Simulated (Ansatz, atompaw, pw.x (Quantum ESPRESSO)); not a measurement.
## What a changed setting does to a pw.x run (bcc I)

Potential: PAW, atompaw 4.2.0.5, PBE; core [Ar] 3d10, reference 4s2 4p6 4d10 5s2 5p5; waves: 4s (bound): rc 1.00 bohr; 5s (bound): rc 1.25 bohr; 4p (bound): rc 1.15 bohr; 5p (bound): rc 1.70 bohr; 4d (bound): rc 1.70 bohr; 4d channel at 1.05 Ry: rc 1.70 bohr; local part: bessel scheme, radius 1.40 bohr; core correction: smooth core density matched at 1.50 bohr; augmentation: besselshape compensation charge, radius 1.65 bohr; PAW radius 1.70 bohr; waves and projectors: custom polynom vanderbiltortho.

The reference run (k-mesh 11³, cutoffs 170/900 Ry, Fermi–Dirac 0.01 Ry, mixing_beta 0.4, conv_thr 1e-9, no spin) gives -0.06 GPa at 36.707 Å³/atom, where all-electron LAPW gives -0.14 GPa. This run, with its own iteration cap, changes mixing_beta to 0.7.

```
&control
  calculation='scf', prefix='x', pseudo_dir='./', outdir='./tmp', tstress=.true., disk_io='none'
/
&system
  ibrav=0, nat=1, ntyp=1, ecutwfc=170, ecutrho=900, nbnd=21,
  occupations='smearing', smearing='fd', degauss=0.01
/
&electrons
  conv_thr=1e-09, mixing_beta=0.7, electron_maxstep=60
/
ATOMIC_SPECIES
I 1.0 I.UPF
CELL_PARAMETERS angstrom
  -2.09361249 2.09361249 2.09361249
  2.09361249 -2.09361249 2.09361249
  2.09361249 2.09361249 -2.09361249
ATOMIC_POSITIONS crystal
I 0.0000 0.0000 0.0000
K_POINTS automatic
11 11 11 0 0 0
```

```bash
pw.x < I.scf.in > I.scf.out
```

How does the run end?

It converges in 5 iterations; the free energy moves by +0.0 meV/atom and the pressure by -0.10 GPa.

```
Message from routine setup:
     using ibrav=0 with symmetry is DISCOURAGED, use correct ibrav instead
     lattice parameter (alat)  =       6.8526  a.u.
     unit-cell volume          =     247.7111 (a.u.)^3
     number of electrons       =        25.00
     number of Kohn-Sham states=           21
     kinetic-energy cutoff     =     170.0000  Ry
     charge density cutoff     =     900.0000  Ry
     scf convergence threshold =      1.0E-09
     Exchange-correlation= SLA PW PBX PBC
     number of k points=    56  Fermi-Dirac smearing, width (Ry)=  0.0100
     iteration #  1     ecut=   170.00 Ry     beta= 0.70
     total energy              =    -903.04974656 Ry
     estimated scf accuracy    <       0.00061360 Ry
     iteration #  2     ecut=   170.00 Ry     beta= 0.70
     total energy              =    -903.04985235 Ry
     estimated scf accuracy    <       0.00005036 Ry
     iteration #  3     ecut=   170.00 Ry     beta= 0.70
     total energy              =    -903.04986414 Ry
     estimated scf accuracy    <       0.00000423 Ry
     iteration #  4     ecut=   170.00 Ry     beta= 0.70
     total energy              =    -903.04986505 Ry
     estimated scf accuracy    <       0.00000014 Ry
     iteration #  5     ecut=   170.00 Ry     beta= 0.70
     the Fermi energy is     7.9980 ev
!    total energy              =    -903.04986508 Ry
     estimated scf accuracy    <          7.7E-10 Ry
     smearing contrib. (-TS)   =      -0.00782040 Ry
     convergence has been achieved in   5 iterations
          total   stress  (Ry/bohr**3)                   (kbar)     P=       -1.58
     Message from routine punch:
     Nothing written, as per user request (disk_io='none')
```

The run took about 92 s on one core of a shared server CPU.
